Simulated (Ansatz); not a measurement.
# TiC (Fm-3m) in Ansatz: notebook

Runs on TiC. Level: PBE. Tasks: single point, equation of state.

Everything below comes from runs of Ansatz 0.2.0. Logs are shortened: lines on timing, memory, paths and dates and some standing lists are left out, and cuts for length are marked.

**1. The structure**

The structure is cubic, space group Fm-3m (No. 225). Conventional cell: a = 4.331 Å, b = 4.331 Å, c = 4.331 Å, α = 90.00°, β = 90.00°, γ = 90.00°. Ti (site symmetry m-3m) is surrounded by 6 C at 2.17 Å. Around C (site symmetry m-3m) lie 6 Ti at 2.17 Å.

The cell is a database's computed one.

**2. Single point, PBE, 9.55 Å³/atom (volume scaled by 0.94)**

File input.yaml:

```yaml
crystal:
  lattice:
    - [0.0, 2.1215080947, 2.1215080947]
    - [2.1215080947, 0.0, 2.1215080947]
    - [2.1215080947, 2.1215080947, 0.0]
  atoms:
    - { symbol: Ti, position: [0.0, 0.0, 0.0] }
    - { symbol: C, position: [0.5, 0.5, 0.5] }
hamiltonian:
  xc: pbe
  pseudopotentials: { kind: paw, core: small }
kpoints:
  mp_grid: { grid: [11, 11, 11] }
scf:
  occupations: { method: fermi_dirac, width: 0.05 }
output:
  forces: true
  stress: true
  eigenvalues: true
```

Potentials or basis: Ansatz PAW.

The run is started by

```sh
$ ansatz run input.yaml --threads 2 --pin off --max-ram 5120MiB --backend cpu --events-out ev --progress --plain --runs-dir out
```

What it wrote:

```text
Warning: of Ti the run reads no dataset of the core that `hamiltonian.pseudopotentials.core` asks for: this build lists none beside the file that it uses, or the input names that file
Warning: RAYON_NUM_THREADS=2 ignored (pool sized by the plan → 2); use --threads N
Engine: ansatz 0.2.0, aarch64-unknown-linux-gnu
Pseudopotentials: kind: paw
Pseudopotential: Ti, paw, valence charge 12, recommended cutoff 420 eV (normal), Ti.paw.azcp
Pseudopotential: C, paw, valence charge 4, recommended cutoff 420 eV (normal), C.paw.azcp
Functional definition: PBE
  parameter kappa = 0.804
  parameter beta = 0.06672455060314922
  exchange = pbe_x(kappa = kappa, mu = beta*pi^2/3)
  correlation = pbe_c(beta = beta)
Crystal: 2 atoms, lattice volume = 19.097 Å³
Basis set: ecut = 420 eV, 339 PW (Γ), exchange–correlation on 48×48×48 points (8 copies of the dense FFT grid, shifted against one another)
Bands: 12, of which v1, the nominal top of the filled ones, is band 8 counted from 1 (7 counted from 0)
Symmetry: 48 space group operations
Space group: Fm-3m (ITA 225), of the structure as read, at distance tolerance 2.7e-5 Å
k-points: 56 of 1331
Non-local potential: Ti, projectors of the file, l = 0: 3, l = 1: 2, l = 2: 3, l = 3: 1
Non-local potential: C, projectors of the file, l = 0: 2, l = 1: 2, l = 2: 1
PAW form: soft (Blöchl's): semilocal exchange-correlation on the pseudo side does not see the compensation charge
PAW one-centre angular grid: Ti, 590 points (default); XC on 64 Gauss nodes
PAW one-centre angular grid: C, 110 points (default); XC on 64 Gauss nodes
Initial density: superposition of atomic densities (neutral atoms: chi_scale 0, normalization atom), corrected by the library's trained network
Initial wavefunctions: pseudopotential atomic-orbital guess
Functional: x = pbe(κ = 0.804, μ = 0.2195149727645171), c = pbe(β = 0.06672455060314922)
SCF iter   1: F=—  HF=-2752.207760 eV  |F-HF|=—  |Δ(HF+E_count)|=         —  Δρ=3.74e-3  dr2=2.11e-3  ethr=1.77e-3  ⟨swp⟩=4.3  Hψ=3310  notcnv=0
preconditioner: auto → none  [insulator: Δε(μ)=0.158 eV  Ē_g=8.273 eV  σ=0.050 eV  W_gap=0.66  n_scr=8 (ndim 8)  ℏωp=24.0 eV  f_vac=0.000  D(μ)=0.29/eV (n_scr^D=0)  ε∞_Penn≈9.4]
SCF iter   2: F=—  HF=-2752.207191 eV  |F-HF|=—  |Δ(HF+E_count)|=   5.69e-4  Δρ=1.66e-3  dr2=3.64e-4  ethr=1.32e-5  ⟨swp⟩=1.0  Hψ=1120  notcnv=0
SCF iter   3: F=—  HF=-2752.207182 eV  |F-HF|=—  |Δ(HF+E_count)|=   9.55e-6  Δρ=1.20e-4  dr2=1.16e-6  ethr=2.27e-6  ⟨swp⟩=2.0  Hψ=759  notcnv=0
SCF iter   4: F=—  HF=-2752.207179 eV  |F-HF|=—  |Δ(HF+E_count)|=   2.51e-6  Δρ=1.73e-5  dr2=1.97e-8  ethr=7.22e-9  ⟨swp⟩=2.7  Hψ=1131  notcnv=0
iter 5 did not close the SCF: its close was put off for the readings that it lacked (scf_convergence_deferred on its scf_iter line)
SCF iter   5: F=-2752.207179 eV  HF=-2752.207179 eV  |F-HF|=6.44e-10  |Δ(HF+E_count)|=   1.43e-8  Δρ=3.17e-6  dr2=4.80e-10  ethr=1.23e-10  ⟨swp⟩=2.8  Hψ=1105  notcnv=0
SCF iter   6: F=-2752.207179 eV  HF=-2752.207179 eV  |F-HF|=3.18e-12  |Δ(HF+E_count)|=  7.35e-10  Δρ=3.57e-7  dr2=6.06e-12  ethr=3.00e-12  ⟨swp⟩=1.0  Hψ=1968  notcnv=0
SCF 1 converged in 6 iterations: F = -2752.207179 eV  dr2 = 6.06e-12
SCF converged after 6 iterations
Free energy (F): -2752.207179 eV
Harris-Foulkes:  -2752.207179 eV  (|F-HF|=3.18e-12)
Internal energy: -2752.204736 eV  (E = F + TS)
E sigma→0 (E₀):  -2752.205957 eV
Entropy (-TS):   -0.002443 eV (-1.222 meV/atom)
Fermi energy:    15.852728 eV
--- Per-component energies (eV) ---
  E_band       = -93.236017
  E_kinetic    = 366.341152
  E_local      = -738.185804  (includes V_loc(G=0)·N_el)
  E_nonlocal   = 32.286873
  E_hartree    = 303.941249
  E_xc         = -148.572374
  E_vxc        = -185.650979  (∫ρ·V_xc dr)
  E_paw        = -1145.717367  (= ΣΔE_a)
  E_vpaw       = -175.909906  (= ΣTr[D̂ρ^β])
  E_aug_tail   = 0.000116  (compensation charges beyond the density's cutoff)
  E_ewald      = -1422.298580
  E_smearing   = -0.002443  (= −TS)
  E_closure    = -0.000000  (closes the sum)
  Σ components = -2752.207179   (vs F -2752.207179, Δ=0.00e0)
--- Forces (eV/Å), atoms counted from 1 ---
  atom   1  Ti    -0.00000000    -0.00000000    -0.00000000
  atom   2  C      0.00000000    -0.00000000    -0.00000000
  max |Σ_I F_I| component: 3.22e-30 eV/Å
--- Stress (GPa, compression-positive) ---
       17.917026       0.000000      -0.000000
       -0.000000      17.917026      -0.000000
        0.000000      -0.000000      17.917026
  P = ⅓ Tr σ = 17.9170 GPa (179.170 kbar)
--- Band table (eV; the first three rows and the last of 56) ---
  k-point 0: bands = ["-40.5843", "-16.5845", "-16.5845", "-16.5845", "3.0990", "16.4985", "16.4985", "16.4985", "17.5374", "17.5374", "17.5374", "17.6400"]
  k-point 1: bands = ["-40.5767", "-16.6366", "-16.5892", "-16.5892", "3.3008", "15.6332", "15.9304", "15.9304", "16.8583", "16.8583", "17.9823", "19.1833"]
  k-point 2: bands = ["-40.5561", "-16.7740", "-16.6016", "-16.6016", "3.8781", "14.1351", "14.7208", "14.7208", "17.2343", "17.2343", "18.4750", "20.8508"]
  k-point 55: bands = ["-40.4561", "-16.9833", "-16.9559", "-16.7877", "6.1075", "12.2836", "12.4669", "13.1722", "18.4828", "18.9430", "19.7129", "21.5359"]
```

Run time: 0.49 s. Hardware: 2 threads of Arm Neoverse V2, shared host; peak memory 0.28 GiB.

What came out:

- Free energy: -2752.2072 eV
- Pressure: 17.9 GPa
- Band gap on the k mesh: none (metal or under the smearing width)

**3. Single point, PBE, 9.75 Å³/atom (volume scaled by 0.96)**

Changes to input.yaml since step 2:

```diff
@@ -2,5 +2,5 @@
   lattice:
-    - [0.0, 2.1215080947, 2.1215080947]
-    - [2.1215080947, 0.0, 2.1215080947]
-    - [2.1215080947, 2.1215080947, 0.0]
+    - [0.0, 2.1364487848, 2.1364487848]
+    - [2.1364487848, 0.0, 2.1364487848]
+    - [2.1364487848, 2.1364487848, 0.0]
   atoms:
```

Potentials or basis: Ansatz PAW.

The run is started by

```sh
$ ansatz run input.yaml --threads 2 --pin off --max-ram 5120MiB --backend cpu --events-out ev --progress --plain --runs-dir out
```

It took 0.49 s on 2 threads of Arm Neoverse V2, shared host; peak memory 0.28 GiB.

The run converged. Its results:

```
Free energy            : -2752.2443 eV
Pressure               : 11.4 GPa
Band gap on the k mesh : none (metal or under the smearing width)
```

**4. Single point, PBE, 9.95 Å³/atom (volume scaled by 0.98)**

Changes to input.yaml since step 3:

```diff
@@ -2,5 +2,5 @@
   lattice:
-    - [0.0, 2.1364487848, 2.1364487848]
-    - [2.1364487848, 0.0, 2.1364487848]
-    - [2.1364487848, 2.1364487848, 0.0]
+    - [0.0, 2.1511833799, 2.1511833799]
+    - [2.1511833799, 0.0, 2.1511833799]
+    - [2.1511833799, 2.1511833799, 0.0]
   atoms:
```

The run is started by

```sh
$ ansatz run input.yaml --threads 2 --pin off --max-ram 5120MiB --backend cpu --events-out ev --progress --plain --runs-dir out
```

Wall time 0.49 s (2 threads of Arm Neoverse V2, shared host); peak memory 0.28 GiB.

It converged, with:

- Free energy: -2752.2657 eV
- Pressure: 5.6 GPa
- Band gap on the k mesh: none (metal or under the smearing width)

**5. Single point, PBE, 10.16 Å³/atom**

Changes to input.yaml since step 4:

```diff
@@ -2,5 +2,5 @@
   lattice:
-    - [0.0, 2.1511833799, 2.1511833799]
-    - [2.1511833799, 0.0, 2.1511833799]
-    - [2.1511833799, 2.1511833799, 0.0]
+    - [0.0, 2.1657188437, 2.1657188437]
+    - [2.1657188437, 0.0, 2.1657188437]
+    - [2.1657188437, 2.1657188437, 0.0]
   atoms:
```

The run is started by

```sh
$ ansatz run input.yaml --threads 2 --pin off --max-ram 5120MiB --backend cpu --events-out ev --progress --plain --runs-dir out
```

It took 0.51 s on 2 threads of Arm Neoverse V2, shared host; peak memory 0.28 GiB.

It converged, with:

| Item | Value |
| --- | --- |
| Free energy | -2752.2730 eV |
| Pressure | 0.3 GPa |
| Band gap on the k mesh | none (metal or under the smearing width) |

**6. Single point, PBE, 10.36 Å³/atom (volume scaled by 1.02)**

Changes to input.yaml since step 5:

```diff
@@ -2,5 +2,5 @@
   lattice:
-    - [0.0, 2.1657188437, 2.1657188437]
-    - [2.1657188437, 0.0, 2.1657188437]
-    - [2.1657188437, 2.1657188437, 0.0]
+    - [0.0, 2.1800617706, 2.1800617706]
+    - [2.1800617706, 0.0, 2.1800617706]
+    - [2.1800617706, 2.1800617706, 0.0]
   atoms:
```

Potentials or basis: Ansatz PAW.

The run is started by

```sh
$ ansatz run input.yaml --threads 2 --pin off --max-ram 5120MiB --backend cpu --events-out ev --progress --plain --runs-dir out
```

Run time: 0.5 s. Hardware: 2 threads of Arm Neoverse V2, shared host; peak memory 0.28 GiB.

Results (log left out):

- Free energy: -2752.2676 eV
- Pressure: -4.5 GPa
- Band gap on the k mesh: none (metal or under the smearing width)

**7. Single point, PBE, 10.56 Å³/atom (volume scaled by 1.04)**

Changes to input.yaml since step 6:

```diff
@@ -2,5 +2,5 @@
   lattice:
-    - [0.0, 2.1800617706, 2.1800617706]
-    - [2.1800617706, 0.0, 2.1800617706]
-    - [2.1800617706, 2.1800617706, 0.0]
+    - [0.0, 2.1942184125, 2.1942184125]
+    - [2.1942184125, 0.0, 2.1942184125]
+    - [2.1942184125, 2.1942184125, 0.0]
   atoms:
@@ -19 +19,5 @@
   eigenvalues: true
+  write_density: true
+  write_potential: true
+  elf: true
+  volumetric_format: npy
```

The run is started by

```sh
$ ansatz run input.yaml --threads 2 --pin off --max-ram 5120MiB --backend cpu --events-out ev --progress --plain --runs-dir out
```

Run time: 0.64 s. Hardware: 2 threads of Arm Neoverse V2, shared host; peak memory 0.28 GiB.

It converged, with:

| Property | Result |
| --- | --- |
| Free energy | -2752.2506 eV |
| Pressure | -8.8 GPa |
| Band gap on the k mesh | none (metal or under the smearing width) |

**8. Single point, PBE, 10.77 Å³/atom (volume scaled by 1.06)**

File input.yaml:

```yaml
crystal:
  lattice:
    - [0.0, 2.2081947028, 2.2081947028]
    - [2.2081947028, 0.0, 2.2081947028]
    - [2.2081947028, 2.2081947028, 0.0]
  atoms:
    - { symbol: Ti, position: [0.0, 0.0, 0.0] }
    - { symbol: C, position: [0.5, 0.5, 0.5] }
hamiltonian:
  xc: pbe
  pseudopotentials: { kind: paw, core: small }
kpoints:
  mp_grid: { grid: [11, 11, 11] }
scf:
  occupations: { method: fermi_dirac, width: 0.05 }
output:
  forces: true
  stress: true
  eigenvalues: true
```

The run is started by

```sh
$ ansatz run input.yaml --threads 2 --pin off --max-ram 5120MiB --backend cpu --events-out ev --progress --plain --runs-dir out
```

Run time: 0.5 s. Hardware: 2 threads of Arm Neoverse V2, shared host; peak memory 0.28 GiB.

The run converged. Its results:

| Quantity | Value |
| --- | --- |
| Free energy | -2752.2231 eV |
| Pressure | -12.8 GPa |
| Band gap on the k mesh | none (metal or under the smearing width) |

**9. Equation of state, PBE**

Potentials or basis: Ansatz PAW small core.

This step only gathers the single runs of the series.

Results:

- Equilibrium volume: 10.17 Å³/atom
- Bulk modulus: 250 GPa
- Pressure derivative of the bulk modulus: 4.0

Energy against volume, from the lowest point:
```
volume (Å³/atom)  energy (meV/atom)
           9.548              32.91
           9.752              14.36
           9.955               3.64
          10.158               0.00
          10.361               2.70
          10.564              11.22
          10.767              24.95
```
